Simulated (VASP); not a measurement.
# Ca (Cmcm) in VASP: reference runs

How does Ca come out in PBE? The cell is run as given and disturbed.

All numbers are computed with VASP 6.6.1; they aren't measurements. Logs are shortened: lines on timing, memory, paths and dates and some standing lists are left out, and cuts for length are marked.

### Step 1. The structure

The structure is orthorhombic, space group Cmcm (No. 63). The conventional cell has a = 3.943 Å, b = 6.791 Å, c = 6.509 Å, α = 90.00°, β = 90.00°, γ = 90.00°. Ca (site symmetry m2m) has 12 Ca at 3.93 to 3.98 Å as nearest neighbours.

This isn't the form of Ca at room conditions, which is fcc.

### Step 2. Single point, PBE

INCAR reads:

```
ALGO = Normal
EDIFF = 1E-7
ENCUT = 520
GGA = PE
ISIF = 2
ISMEAR = -1
LASPH = T
LCHARG = F
LREAL = F
LWAVE = F
NBANDS = 17
NELM = 80
PREC = Accurate
SIGMA = 0.05
```

KPOINTS reads:

```
k-points
0
Gamma
  8 8 4
```

POSCAR reads:

```
Ca
1.0
    1.9712759950     -3.3954901800      0.0000000000
    1.9712759950      3.3954901800      0.0000000000
    0.0000000000      0.0000000000      6.5091117400
Ca
2
Direct
    0.1644134000      0.8355866000      0.7500000000
    0.8355866000      0.1644134000      0.2500000000
```

Potentials or basis: VASP PAW PBE potentials, release 64 (Ca_sv).

Launch:

```
> cat potpaw_PBE.64/Ca_sv/POTCAR > POTCAR
> mpirun -np 1 vasp_std > vasp.out
```

OUTCAR:

```text
EDIFF = 1E-7
   ENCUT = 520
   GGA = PE
   ISIF = 2
   ISMEAR = -1
   LASPH = T
   LREAL = F
   NELM = 80
   PREC = Accurate

 ion  position               nearest neighbor table
   1  0.164  0.836  0.750-
   2  0.836  0.164  0.250-

  LATTYP: Found a base centered orthorhombic cell.
 ALAT       =     3.9425519900
 B/A-ratio  =     1.7224834009
 C/A-ratio  =     1.6509894496

  Lattice vectors:

 A1 = (   1.9712759950,  -3.3954901800,   0.0000000000)
 A2 = (   1.9712759950,   3.3954901800,   0.0000000000)
 A3 = (   0.0000000000,   0.0000000000,   6.5091117400)

Analysis of symmetry for initial positions (statically):
=====================================================================
 Subroutine PRICEL returns:
 Original cell was already a primitive cell.

 Routine SETGRP: Setting up the symmetry group for a
 base centered orthorhombic supercell.

 Subroutine GETGRP returns: Found  8 space group operations
 (whereof  4 operations were pure point group operations)
 out of a pool of  8 trial point group operations.

The static configuration has the point symmetry C_2h.
 The point group associated with its full space group is D_2h.

Analysis of symmetry for dynamics (positions and initial velocities):
=====================================================================
 Subroutine PRICEL returns:
 Original cell was already a primitive cell.

 Routine SETGRP: Setting up the symmetry group for a
 base centered orthorhombic supercell.

 Subroutine GETGRP returns: Found  8 space group operations
 (whereof  4 operations were pure point group operations)
 out of a pool of  8 trial point group operations.

The dynamic configuration has the point symmetry C_2h.
 The point group associated with its full space group is D_2h.

 Subroutine INISYM returns: Found  8 space group operations
 (whereof  4 operations are pure point group operations),
 and found     1 'primitive' translations

----------------------------------------------------------------------------------------

                                     Primitive cell

  volume of cell :      87.1368

  direct lattice vectors                    reciprocal lattice vectors
     1.971275995 -3.395490180  0.000000000     0.253642819 -0.147254144  0.000000000
     1.971275995  3.395490180  0.000000000     0.253642819  0.147254144  0.000000000
     0.000000000  0.000000000  6.509111740     0.000000000  0.000000000  0.153630793

  length of vectors
     3.926230076  3.926230076  6.509111740     0.293289043  0.293289043  0.153630793

  position of ions in fractional coordinates (direct lattice)
     0.164413400  0.835586600  0.750000000
     0.835586600  0.164413400  0.250000000

  ion indices of the primitive-cell ions
   primitive index   ion index
                 1           1
                 2           2

----------------------------------------------------------------------------------------

 KPOINTS: k-points

Automatic generation of k-mesh.
 Grid dimensions read from file:
 generate k-points for:    8    8    4

 Generating k-lattice:

  Cartesian coordinates                     Fractional coordinates (reciprocal lattice)
     0.031705352 -0.018406768  0.000000000     0.125000000  0.000000000  0.000000000
     0.031705352  0.018406768  0.000000000     0.000000000  0.125000000  0.000000000
     0.000000000  0.000000000  0.038407698     0.000000000  0.000000000  0.250000000

  Length of vectors
     0.036661130  0.036661130  0.038407698

  Shift w.r.t. Gamma in fractional coordinates (k-lattice)
     0.000000000  0.000000000  0.000000000

 Subroutine IBZKPT returns following result:
 ===========================================

 Found     63 irreducible k-points:

 Following reciprocal coordinates:
            Coordinates               Weight
  0.000000  0.000000  0.000000      1.000000
  0.125000  0.000000  0.000000      4.000000
  0.250000  0.000000  0.000000      4.000000
  0.375000 -0.000000  0.000000      4.000000
  0.500000  0.000000  0.000000      2.000000
  0.125000  0.125000  0.000000      2.000000
[... 16 lines left out ...]
  0.125000  0.000000  0.250000      8.000000
  0.250000  0.000000  0.250000      8.000000
 [... further k-points ...]
   k-points           NKPTS =     63   k-points in BZ     NKDIM =     63   number of bands    NBANDS=     17
   number of dos      NEDOS =    301   number of ions     NIONS =      2
   total plane-waves  NPLWV =  43200
   dimension x,y,z NGX =    30 NGY =   30 NGZ =   48
   dimension x,y,z NGXF=    60 NGYF=   60 NGZF=   96
   ions per type =               2
   NGX,Y,Z   is equivalent  to a cutoff of  12.70, 12.70, 12.26 a.u.
   NGXF,Y,Z  is equivalent  to a cutoff of  25.41, 25.41, 24.52 a.u.
 SYSTEM =  unknown system
   PREC   = accura    normal or accurate (medium, high low for compatibility)
   ISTART =      0    job   : 0-new  1-cont  2-samecut
   ICHARG =      2    charge: 1-file 2-atom 10-const
   ISPIN  =      1    spin polarized calculation?
   LNONCOLLINEAR =      F non collinear calculations
   LSORBIT =      F    spin-orbit coupling
   LASPH  =      T    aspherical Exc in radial PAW
   ENCUT  =  520.0 eV  38.22 Ry    6.18 a.u.   7.30  7.30 12.10*2*pi/ulx,y,z
   NELM   =     80;   NELMIN=  2; NELMDL= -5     # of ELM steps
   EDIFF  = 0.1E-06   stopping-criterion for ELM
   LREAL  =      F    real-space projection
   EDIFFG = 0.1E-05   stopping-criterion for IOM
   NSW    =      0    number of steps for IOM
   IBRION =     -1    ionic relax: 0-MD 1-quasi-New 2-CG
   NFREE  =      0    steps in history (QN), initial steepest desc. (CG)
   ISIF   =      2    stress and relaxation
   ISYM   =      2    0-nonsym 1-usesym 2-fastsym
   POTIM  = 0.5000    time-step for ionic-motion
   TEBEG  =    0.0;   TEEND  =   0.0 temperature during run
   PSTRESS=    0.0 pullay stress
   NELECT =      20.0000    total number of electrons
   NUPDOWN=      -1.0000    fix difference up-down
   EMIN   =  10.00;   EMAX   =-10.00  energy-range for DOS
   EFERMI =   0.00;   METHOD = LEGACY
   ISMEAR =    -1;   SIGMA  =   0.05  broadening in eV -4-tet -1-fermi 0-gaus
   EFERMI_NEDOS =   21; number of points for ismear=-14 and -15
   IALGO  =     38    algorithm
   IMIX   =      4    mixing-type and parameters
     AMIX     =   0.40;   BMIX     =  1.00
     AMIX_MAG =   1.60;   BMIX_MAG =  1.00
  volume/ion in A,a.u.               =      43.57       294.01
  Fermi-wavevector in a.u.,A,eV,Ry     =   1.002346  1.894159 13.669737  1.004697
  Thomas-Fermi vector in A             =   2.134827
   LORBIT       =      0    0 simple, 1 ext, 2 COOP (PROOUT), +10 PAW based schemes
   GGA     = PE    functional components
   LHFCALC =     F    Hartree Fock is set to
   AEXX    =    0.0000 exact exchange contribution
   IVDW    =     0    specifies the selected vdW correction
   LEPSILON=     F    determine dielectric tensor
   LRPA    =     F    only Hartree local field effects (RPA)
 non-spin polarized calculation
  energy-cutoff  :      520.00
  volume of cell :       87.14
 maximum number of plane-waves:      2378
 NGX is ok and might be reduce to    30
   NGX = 15   NGY = 15   NGZ = 25

 number of electron      20.0000001 magnetization

 Free energy of the ion-electron system (eV)
  ---------------------------------------------------
  ext. energy  EPLUGINS =         0.00000000
  ---------------------------------------------------
  free energy    TOTEN  =        -3.86227443 eV

  energy without entropy =       -3.84680593  energy(sigma->0) =       -3.85454018

 E-fermi :   1.8646     XC(G=0):  -7.6373

 val. band max:        1.7900852209   @ k =   0.3750   0.3750   0.5000
 cond. band min:       1.8880500354   @ k =   0.2500   0.1250   0.0000
 fundamental gap:      0.0979648144
 Fermi energy:         1.8646239900

 k-point     1 :       0.0000    0.0000    0.0000
  band No.  band energies     occupation
      1     -40.2495      2.00000
      2     -40.2386      2.00000
      3     -21.2820      2.00000
      4     -21.1899      2.00000
      5     -21.1882      2.00000
      6     -21.1733      2.00000
[... 9 lines left out ...]
     16       4.4393      0.00000
     17       4.8355      0.00000

 k-point     2 :       0.1250    0.0000    0.0000
  band No.  band energies     occupation
      1     -40.2479      2.00000
      2     -40.2377      2.00000
      3     -21.2762      2.00000
      4     -21.2030      2.00000
      5     -21.1938      2.00000
      6     -21.1878      2.00000
[... 9 lines left out ...]
     16       4.5800      0.00000
     17       4.6219      0.00000

 k-point     3 :       0.2500    0.0000    0.0000
  band No.  band energies     occupation
      1     -40.2440      2.00000
      2     -40.2358      2.00000
      3     -21.2606      2.00000
      4     -21.2375      2.00000
      5     -21.2223      2.00000
      6     -21.2039      2.00000
[... 9 lines left out ...]
     16       4.6841      0.00000
     17       4.7812      0.00000

 k-point     4 :       0.3750   -0.0000    0.0000
  band No.  band energies     occupation
      1     -40.2398      2.00000
      2     -40.2343      2.00000
      3     -21.2724      2.00000
      4     -21.2557      2.00000
      5     -21.2413      2.00000
      6     -21.2137      2.00000
[... 9 lines left out ...]
     16       5.2040      0.00000
     17       5.4714      0.00000
[... 343 lines left out ...]
      1     -40.2479      2.00000
      2     -40.2401      2.00000
      3     -21.2650      2.00000
      4     -21.1876      2.00000
      5     -21.1861      2.00000
      6     -21.1813      2.00000
[... 9 lines left out ...]
     16       4.3215      0.00000
     17       5.0470      0.00000

 k-point    23 :       0.1250    0.0000    0.2500
  band No.  band energies     occupation
      1     -40.2464      2.00000
      2     -40.2392      2.00000
      3     -21.2615      2.00000
      4     -21.1996      2.00000
      5     -21.1957      2.00000
      6     -21.1911      2.00000
[... 9 lines left out ...]
     16       4.4380      0.00000
     17       4.9524      0.00000

 k-point    24 :       0.2500    0.0000    0.2500
  band No.  band energies     occupation
      1     -40.2428      2.00000
      2     -40.2370      2.00000
      3     -21.2584      2.00000
      4     -21.2314      2.00000
      5     -21.2233      2.00000
      6     -21.2007      2.00000
[... 9 lines left out ...]
     16       4.7546      0.00000
     17       4.9405      0.00000

 [... further k-points ...]

------------------------ aborting loop because EDIFF is reached ----------------------------------------

  FORCE on cell =-STRESS in cart. coord.  units (eV):
  Direction    XX          YY          ZZ          XY          YZ          ZX
  --------------------------------------------------------------------------------------
  -------------------------------------------------------------------------------------
  Total       -0.2991304     -0.1604415     -0.2685812      0.0000000      0.0000000      0.0000000
  in kB       -5.5000857     -2.9500251     -4.9383807      0.0000000      0.0000000      0.0000000
  external PRESSURE =      -4.4628305 kB  Pullay stress =       0.0000000 kB

 VOLUME and BASIS-vectors are now :
 -----------------------------------------------------------------------------
  energy-cutoff  :      520.00
  volume of cell :       87.14
      direct lattice vectors                 reciprocal lattice vectors
     1.971275995 -3.395490180  0.000000000     0.253642819 -0.147254144  0.000000000
     1.971275995  3.395490180  0.000000000     0.253642819  0.147254144  0.000000000
     0.000000000  0.000000000  6.509111740     0.000000000  0.000000000  0.153630793

 POSITION                                       TOTAL-FORCE (eV/Angst)
 -----------------------------------------------------------------------------------
      1.97128      2.27896      4.88183         0.000000     -0.016120      0.000000
      1.97128     -2.27896      1.62728         0.000000      0.016120     -0.000000
 -----------------------------------------------------------------------------------
    total drift:                                0.000000     -0.000000      0.000000

  FREE ENERGIE OF THE ION-ELECTRON SYSTEM (eV)
  ---------------------------------------------------
  free  energy   TOTEN  =        -3.8622744327 eV

  energy  without entropy=       -3.8468059274  energy(sigma->0) =       -3.85454018
```

Wall time 55 s (1 thread of Intel Xeon Platinum 8488C (Sapphire Rapids), shared host); peak memory 0.23 GiB.

What came out:

```
Free energy            : -3.8623 eV
Pressure               : -0.4 GPa
Largest force          : 0.016 eV/Å
Band gap on the k mesh : none (metal or under the smearing width)
```

Forces on the atoms (eV/Å):
```
Ca   0.000 -0.016  0.000
Ca   0.000  0.016  0.000
```

### Step 3. Single point, PBE (atoms moved at random, drawn with an rms of 0.05 Å)

INCAR reads:

```
ALGO = Normal
EDIFF = 1E-7
ENCUT = 520
GGA = PE
ISIF = 2
ISMEAR = -1
LASPH = True
LCHARG = True
LELF = True
LREAL = False
LVHAR = True
LWAVE = False
NBANDS = 17
NELM = 100
PREC = Accurate
SIGMA = 0.05
```

KPOINTS is that of step 2.

POSCAR reads:

```
Ca
1.0
    1.9712759950     -3.3954901800      0.0000000000
    1.9712759950      3.3954901800      0.0000000000
    0.0000000000      0.0000000000      6.5091117400
Ca
2
Direct
    0.1607990000      0.8473820000      0.7475550000
    0.8355430000      0.1700960000      0.2539290000
```

Potentials or basis: VASP PAW PBE potentials, release 64 (Ca_sv).

Launch:

```
> cat potpaw_PBE.64/Ca_sv/POTCAR > POTCAR
> mpirun -np 1 vasp_std > vasp.out
```

OUTCAR:

```text
EDIFF = 1E-7
   ENCUT = 520
   GGA = PE
   ISIF = 2
   ISMEAR = -1
   LASPH = True
   LREAL = False
   NELM = 100
   PREC = Accurate

 ion  position               nearest neighbor table
   1  0.161  0.847  0.748-
   2  0.836  0.170  0.254-

  LATTYP: Found a base centered orthorhombic cell.
 ALAT       =     3.9425519900
 B/A-ratio  =     1.7224834009
 C/A-ratio  =     1.6509894496

  Lattice vectors:

[... 665 lines left out ...]
     16       5.3496      0.00000
     17       5.6188      0.00000

 [... further k-points ...]

------------------------ aborting loop because EDIFF is reached ----------------------------------------

  FORCE on cell =-STRESS in cart. coord.  units (eV):
  Direction    XX          YY          ZZ          XY          YZ          ZX
  --------------------------------------------------------------------------------------
  -------------------------------------------------------------------------------------
  Total       -0.3283488     -0.1298837     -0.2584168     -0.0045335     -0.0049622     -0.0003626
  in kB       -6.0373223     -2.3881612     -4.7514878     -0.0833578     -0.0912400     -0.0066678
  external PRESSURE =      -4.3923238 kB  Pullay stress =       0.0000000 kB

 VOLUME and BASIS-vectors are now :
 -----------------------------------------------------------------------------
  energy-cutoff  :      520.00
  volume of cell :       87.14
      direct lattice vectors                 reciprocal lattice vectors
     1.971275995 -3.395490180  0.000000000     0.253642819 -0.147254144  0.000000000
     1.971275995  3.395490180  0.000000000     0.253642819  0.147254144  0.000000000
     0.000000000  0.000000000  6.509111740     0.000000000  0.000000000  0.153630793

 POSITION                                       TOTAL-FORCE (eV/Angst)
 -----------------------------------------------------------------------------------
      1.98740      2.33129      4.86592        -0.001619     -0.029098      0.060128
      1.98239     -2.25952      1.65285         0.001619      0.029098     -0.060128
 -----------------------------------------------------------------------------------
    total drift:                                0.000004     -0.000005      0.000002

  FREE ENERGIE OF THE ION-ELECTRON SYSTEM (eV)
  ---------------------------------------------------
  free  energy   TOTEN  =        -3.8602722072 eV

  energy  without entropy=       -3.8447862439  energy(sigma->0) =       -3.85252923
```

stdout:

```text
POSCAR found type information on POSCAR Ca
 POSCAR found :  1 types and       2 ions
 scaLAPACK will be used
 LDA part: xc-table for (Slater+PW92), standard interpolation
 POSCAR, INCAR and KPOINTS ok, starting setup
 FFT: planning ... GRIDC
 FFT: planning ... GRID_SOFT
 FFT: planning ... GRID
 WAVECAR not read
 entering main loop
```

Run time: 2 min. Hardware: 1 thread of Intel Xeon Platinum 8488C (Sapphire Rapids), shared host; peak memory 0.31 GiB.

Results:

| Item | Value |
| --- | --- |
| Free energy | -3.8603 eV |
| Pressure | -0.4 GPa |
| Largest force | 0.067 eV/Å |
| Band gap on the k mesh | none (metal or under the smearing width) |

Forces in eV/Å, atoms in the order of the input:
```
Ca  -0.002 -0.029  0.060
Ca   0.002  0.029 -0.060
```
